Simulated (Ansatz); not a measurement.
Base system: Li3N (space group P6/mmm, No. 191; a = 3.6098 Å, c = 3.8558 Å). Axes: x lies along a and z along c of the hexagonal cell.

Level of theory: r2SCAN in Ansatz (plane waves to 500 eV, PAW, no SOC).

Base values:

- Electron mass = 0.32 mₑ along c, 0.35 mₑ across (at Γ)

The change: biaxial strain −0.83 %, plane normal [001], relaxed out of plane (Cartesian); in-plane vectors clamped, the third vector and the atoms free.

What does the calculation give for the ratio −ε⊥/ε∥ and electron mass after the change?

The ratio −ε⊥/ε∥ amounts to 0.09; the electron mass becomes 0.32 mₑ out of plane, 0.36 mₑ in plane (at Γ) (base: 0.32 mₑ along c, 0.35 mₑ across (at Γ)).

The levels and masses belong to the bands next to the band gap. Masses are band curvatures over ±0.01 Å⁻¹ around the edge. No phonon test of stability was made.

Ansatz is a first-principles code.
